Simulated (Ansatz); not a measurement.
The cell is COD entry 9008853, as deposited and not checked against the literature; nothing was relaxed. The listed cell was then made from it by scaling, straining or moving an atom.

InSb: DFT, LDA, PAW with Ansatz's default frozen-core files, scalar-relativistic (Ansatz 0.2.0). What sets it apart from a plain run of this crystal: equal xx and yy strain of -1 %.

Command: `ansatz run input.yaml --threads 1 --pin off --max-ram 3072MiB --backend cpu --events-out ev --progress --plain --runs-dir out` The run took 11 s on 1 thread of Arm Neoverse V2, on a shared host, peak memory 0.47 GiB.

```yaml
crystal:
  lattice:
    - [0.0, 3.206709, 3.2391]
    - [3.206709, 0.0, 3.2391]
    - [3.206709, 3.206709, 0.0]
  atoms:
    - { symbol: In, position: [0.0, 0.0, 0.0] }
    - { symbol: Sb, position: [0.75, 0.75, 0.75] }
kpoints:
  mp_grid: { grid: [10, 10, 10] }
scf:
  occupations: { method: fermi_dirac, width: 0.03 }
hamiltonian:
  xc: lda
  pseudopotentials: { kind: paw }
output:
  forces: true
  stress: true
  eigenvalues: true
  efg: { contact_densities: true }
```

Output (standing set-up lines are left out):

```
Crystal: 2 atoms, lattice volume = 66.615 Å³
Basis set: ecut = 420 eV, 1315 PW (Γ)
Symmetry: 8 space group operations
Space group: I-4m2 (ITA 119), of the structure as read, at distance tolerance 4.1e-5 Å
k-points: 102 of 1000 (time reversal used)
SCF iter   1: F=—  HF=-11793.164821 eV  |F-HF|=—  |Δ(HF+E_count)|=         —  Δρ=7.06e-3  dr2=2.12e-2  ethr=1.77e-3  ⟨swp⟩=6.2  Hψ=10358  notcnv=0
preconditioner: auto → none  [insulator: Δε(μ)=0.388 eV  Ē_g=13.993 eV  σ=0.030 eV  W_gap=0.59  n_scr=14 (ndim 8)  ℏωp=19.3 eV  f_vac=0.107  D(μ)=0.04/eV (n_scr^D=0)  ε∞_Penn≈2.9]
SCF iter   2: F=—  HF=-11793.156906 eV  |F-HF|=—  |Δ(HF+E_count)|=   7.91e-3  Δρ=2.23e-3  dr2=1.35e-3  ethr=7.57e-5  ⟨swp⟩=3.6  Hψ=4530  notcnv=0
SCF iter   3: F=—  HF=-11793.156904 eV  |F-HF|=—  |Δ(HF+E_count)|=   2.78e-6  Δρ=7.05e-4  dr2=1.57e-4  ethr=4.81e-6  ⟨swp⟩=1.9  Hψ=2402  notcnv=0
SCF iter   4: F=—  HF=-11793.156919 eV  |F-HF|=—  |Δ(HF+E_count)|=   1.52e-5  Δρ=1.49e-4  dr2=1.89e-5  ethr=5.61e-7  ⟨swp⟩=2.9  Hψ=2832  notcnv=0
SCF iter   5: F=—  HF=-11793.156912 eV  |F-HF|=—  |Δ(HF+E_count)|=   6.87e-6  Δρ=1.54e-5  dr2=1.62e-7  ethr=6.75e-8  ⟨swp⟩=2.0  Hψ=2753  notcnv=0
SCF iter   6: F=-11793.156912 eV  HF=-11793.156912 eV  |F-HF|=9.28e-10  |Δ(HF+E_count)|=   2.98e-9  Δρ=2.22e-6  dr2=3.27e-9  ethr=3.57e-10  ⟨swp⟩=5.6  Hψ=8016  notcnv=0
SCF 1 converged in 6 iterations: F = -11793.156912 eV  dr2 = 3.27e-9
  greatest PAW one-centre occupation: 0.998 electrons in one spin orbital (limit 2), on the Sb atom at site 1 (counted from 0), in its partial waves of l = 2
SCF converged after 6 iterations
Free energy (F): -11793.156912 eV
Harris-Foulkes:  -11793.156912 eV  (|F-HF|=9.28e-10)
Internal energy: -11793.156779 eV  (E = F + TS)
E sigma→0 (E₀):  -11793.156846 eV
Entropy (-TS):   -0.000133 eV (-0.066 meV/atom)
Fermi energy:    7.355043 eV
--- Per-component energies (eV) ---
  E_band       = -262.541915
  E_kinetic    = 453.400033
  E_local      = -3183.785024  (includes V_loc(G=0)·N_el)
  E_nonlocal   = 737.170083
  E_hartree    = 1365.135797
  E_xc         = -351.554671
  E_vxc        = -198.668076  (∫ρ·V_xc dr)
  E_paw        = -8443.243844  (= ΣΔE_a)
  E_vpaw       = -800.931974  (= ΣTr[D̂ρ^β])
  E_aug_tail   = 0.000023  (compensation charges beyond the density's cutoff)
  E_ewald      = -2371.122536
  E_core_change = 0.843360  (= ΣΔE_core)
  E_smearing   = -0.000133  (= −TS)
  E_closure    = 0.000000  (closes the sum)
  Σ components = -11793.156912   (vs F -11793.156912, Δ=0.00e0)
--- Forces (eV/Å), atoms counted from 1 ---
  atom   1  In    -0.00000000    -0.00000000     0.00000000
  atom   2  Sb     0.00000000    -0.00000000    -0.00000000
  max |Σ_I F_I| component: 6.94e-17 eV/Å
--- Stress (GPa, compression-positive) ---
        0.426118       0.000000       0.000000
       -0.000000       0.426118       0.000000
        0.000000       0.000000       0.129839
  P = ⅓ Tr σ = 0.3274 GPa (3.274 kbar)
--- PAW observables at the nuclei: V_zz in 10²¹ V/m², potentials from the cell's mean, atoms counted from 1 ---
  atom   1  In V_zz =    -0.297060   η = 0.0000   by run symmetry: allowed
            electrostatic potential = -7936.585815 V   contact ρ = 1128481.192496 e/Å³
  atom   2  Sb V_zz =    +0.254646   η = 0.0000   by run symmetry: allowed
            electrostatic potential = -8407.611016 V   contact ρ = 1344729.976911 e/Å³
--- Band table (eV; the first three rows and the last of 102) ---
  k-point 0: bands = ["-21.2165", "-21.2165", "-21.2154", "-21.1975", "-21.1963", "-7.2525", "-7.2508", "-7.2508", "-7.1588", "-7.1582", "-3.6038", "7.0180", "7.2919", "7.3437", "7.3437", "10.2502", "10.2502", "10.2735"]
  k-point 1: bands = ["-21.2165", "-21.2164", "-21.2154", "-21.1974", "-21.1963", "-7.2570", "-7.2495", "-7.2484", "-7.1591", "-7.1584", "-3.5098", "5.7591", "7.1608", "7.1993", "8.1048", "10.4391", "10.4523", "10.4882"]
  k-point 2: bands = ["-21.2164", "-21.2161", "-21.2151", "-21.1972", "-21.1961", "-7.2713", "-7.2435", "-7.2425", "-7.1596", "-7.1587", "-3.2385", "4.2943", "6.8436", "6.8911", "8.2003", "10.8526", "10.8558", "11.3826"]
  k-point 101: bands = ["-21.2172", "-21.2142", "-21.2142", "-21.1980", "-21.1943", "-7.3432", "-7.2007", "-7.2007", "-7.1804", "-7.1516", "-1.5808", "1.2309", "5.0259", "5.0259", "8.5850", "8.6229", "15.5221", "15.5221"]
```
